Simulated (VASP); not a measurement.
Write the native input for VASP 6.6.1 that does the following.

- Task: single point
- Functional: PBE
- Potentials or basis: VASP PAW PBE potentials, release 64 (Fe)
- Cutoff: 520 eV
- k mesh: 13 × 13 × 13
- Occupations: fermi-dirac, width 0.05 eV
- Spin: collinear spin, ferromagnetic start
- Starting moments: [4.5] μB
- Further INCAR settings: ALGO = Normal; EDIFF = 1e-07; NBANDS = 14

The structure of Fe lies in POSCAR:

```
Fe
1.0
    0.0000000000      1.9417396906      1.9651051623
    1.4984397099      0.0000000000      1.9651051623
    1.4984397099      1.9417396906      0.0000000000
Fe
1
Direct
    0.0000000000      0.0000000000      0.0000000000
```

One way to write it, as run:

INCAR

```
SYSTEM = Fe
ALGO     = Normal         ! electronic algorithm
EDIFF    = 1E-7           ! SCF threshold, eV
ENCUT    = 520            ! plane-wave cutoff, eV
GGA      = PE             ! functional
ISIF     = 2              ! what is computed and relaxed
ISMEAR   = -1             ! smearing method
ISPIN    = 2              ! spin polarisation
LASPH    = .True.         ! aspherical terms in the spheres
LCHARG   = .True.         ! write CHGCAR
LELF     = .True.         ! ELF
LMAXMIX  = 4              ! l up to which the mixer works
LORBIT   = 11             ! projections on sites
LREAL    = .False.        ! projectors in reciprocal space
LVHAR    = .True.       
LWAVE    = .False.        ! write WAVECAR
MAGMOM   = 4.5            ! initial moments
NBANDS   = 14             ! bands
NELM     = 150            ! most SCF steps
PREC     = Accurate       ! precision mode
SIGMA    = 0.05           ! smearing width, eV
```

KPOINTS

```
k-points
0
Gamma
  13 13 13
  0 0 0
```

Potentials or basis: VASP PAW PBE potentials, release 64 (Fe).

Command:

```sh
$ cat potpaw_PBE.64/Fe/POTCAR > POTCAR
$ mpirun -np 1 vasp_std > vasp.out
```

It gave:

```json
{
  "Pressure": "-1.0 GPa",
  "Band gap on the k mesh": "none (metal or under the smearing width)",
  "Net moment": "2.20 μB per cell",
  "Site moments": "Fe +2.19 μB",
  "Valence electrons inside the program's atomic spheres": "Fe 7.26"
}
```

Wall time 2.4 min on 1 thread of AMD EPYC 7R43 64-Core Processor (Zen 3), on a shared host, peak memory 0.16 GiB.
